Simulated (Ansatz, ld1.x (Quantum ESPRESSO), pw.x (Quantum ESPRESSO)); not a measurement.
## Ti (Z = 22) (bcc): variants of one TM potential in the solid

* Element: titanium
* Generator: ld1.x (Quantum ESPRESSO) 7.5
* Type: norm-conserving Troullier–Martins (Kleinman–Bylander form)
* Functional: PBE
* Relativity: scalar-relativistic
* Frozen core: [Ar]
* Valence charge: 4
* Reference configuration: 3d2 4s1.75 4p0.25
* Partial waves: 4s (bound): rc 2.20 bohr; 4p (bound): rc 3.65 bohr; 3d (bound): rc 2.60 bohr
* Local potential: all-electron potential smoothed inside 2.50 bohr (lloc = -1)
* Core correction: a·sin(br)/r model core inside 1.00 bohr

Crystal test: bcc Ti in pw.x 7.5, no spin, 14³ k-points, Fermi–Dirac smearing 0.01 Ry, cutoffs set for each file from its atomic test. The reference is all-electron LAPW (Ansatz 0.2.0) with the same functional, mesh and smearing; V0 and B0 come from Birch–Murnaghan fits to the pressures at five volumes. Errors are pseudo minus all-electron; Δ is the rms difference of the E(V) curves that follow from these fits, minima aligned, over ±6 % about the mean V0. Mesh and smearing are coarse, so the numbers serve the comparison and aren't converged zero-temperature values; the lattice is a test structure that the element need not adopt.

All-electron: a0 = 3.264 Å (V0 = 17.38 Å³/atom), B0 = 104.1 GPa.

Base: The largest radius (3.65 bohr) exceeds half the bond length (2.67 bohr), so the spheres overlap, which is one possible source of error among others. The logarithmic derivative shows an extra or strongly shifted pseudo pole above the reference energy (s near 0.81 Ry).

2 further variants are left out: they gave no file fit for a test, a broken result, the same result as the base, or pressures whose basis-set error rivals the error shown.

```tsv
change	cutoffs (Ry)	pw.x	a0 (Å)	a0 error (%)	B0 error (%)	Δ (meV/atom)	mean pressure error (GPa)
base	55/220	converged	3.267	+0.12	+1.1	1.4	+0.38
wave 4s (bound): rc 2.20 bohr becomes 4s (bound): rc 2.36 bohr	50/200	converged	3.270	+0.19	+1.0	2.2	+0.61
wave 4s (bound): rc 2.20 bohr becomes 4s (bound): rc 3.24 bohr	50/200	converged	3.269	+0.16	+1.3	1.9	+0.52
```

**Question.** Give the row for: wave 4s (bound): rc 2.20 bohr becomes 4s (bound): rc 2.84 bohr.

**Answer.** pw.x: converged; mean pressure error (GPa): +0.69; a0 (Å): 3.271; a0 error (%): +0.21; B0 error (%): +0.9; Δ (meV/atom): 2.6.
